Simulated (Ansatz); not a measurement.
WS2: energy along a strain

WS2, R3m, a = 3.158 Å, c = 18.490 Å (as given, not relaxed at this level: -4.2 GPa, forces to 0.60 eV/Å). This isn't the usual stable structure of the compound. Ansatz: PBEsol+D3(BJ), PAW, 420 eV, Γ-centred 12×12×12 mesh on 3 atoms, Gaussian smearing 0.05 eV; no spin polarisation. Cell vectors (Å): 1.579 0.912 6.163; -1.579 0.912 6.163; 0.000 -1.823 6.163. The cell is strained by x per cent times the pattern (0 0 0 0 1 0) in the order xx yy zz yz xz xy (engineering shears), with fractional coordinates held. y is the free energy over the start, V0 = 17.744 Å³/atom. Symmetry makes y even in x.

| x (%) | y (meV/atom) |
| --- | --- |
| -4.00 | ? |
| -2.00 | 3.38 |
| 0.00 | 0.00 |
| 1.00 | 0.84 |
| 3.00 | 7.61 |
| 3.50 | 10.35 |

**Question.** Fit y = c2 x² + c4 x⁴ to the other rows, get the stiffness along the pattern, and predict the missing energy.

**Answer.** Least squares on the rows shown. y = 0.8455 x² − 3.526×10⁻⁵ x⁴. The clamped-ion stiffness p·C·p = 2 × 8.455 eV × 160.2 / 17.744 Å³ = 153 GPa, which is C55 in these axes (second derivative at the start, which stands under stress). At x = -4.00 the fit asked for gives 13.52 meV/atom. The run gave 13.53 meV/atom, so the fit is 0.01 meV/atom too low, a small miss on the scale of the series.

Spin–orbit coupling is left out, which can shift energies with elements as heavy as these.